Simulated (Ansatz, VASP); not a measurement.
## Al in VASP and in Ansatz

```
Al
1.0
    -1.61509    1.61509    1.63896
     1.61509   -1.61509    1.63896
     1.61509    1.61509   -1.63896
Al
1
Direct
  0.00000 0.00000 0.00000
```

Change from the starting cell: strain +0.015 along x and y, +0.030 along z, atoms carried along.

Alike in both runs: task single point; functional r2SCAN; k mesh 20 × 20 × 20; occupations gaussian, width 0.15 eV; no spin polarisation.

|  | VASP | Ansatz |
| --- | --- | --- |
| version | VASP 6.6.1 | Ansatz 0.2.0 |
| potentials or method | VASP PAW PBE potentials, release 64 (Al) | scalar-relativistic, plane waves, PAW |
| plane-wave cutoff (eV) | 520 | 500 |
| valence electrons in the cell | 3 | 3 |

VASP gave:

- gap on the k mesh at the Fermi level (eV): none
- pressure (GPa): -4.2
- largest component of the traceless stress (GPa): 0.52

Question: Which values does Ansatz return?

Answer: gap on the k mesh at the Fermi level (eV): none; pressure (GPa): -3.9; largest component of the traceless stress (GPa): 0.52.

A gap of «none» marks a metal or a gap that the smearing closes.

Caveats: the PAW data sets were made with another functional, which shifts forces and pressure a little (VASP).
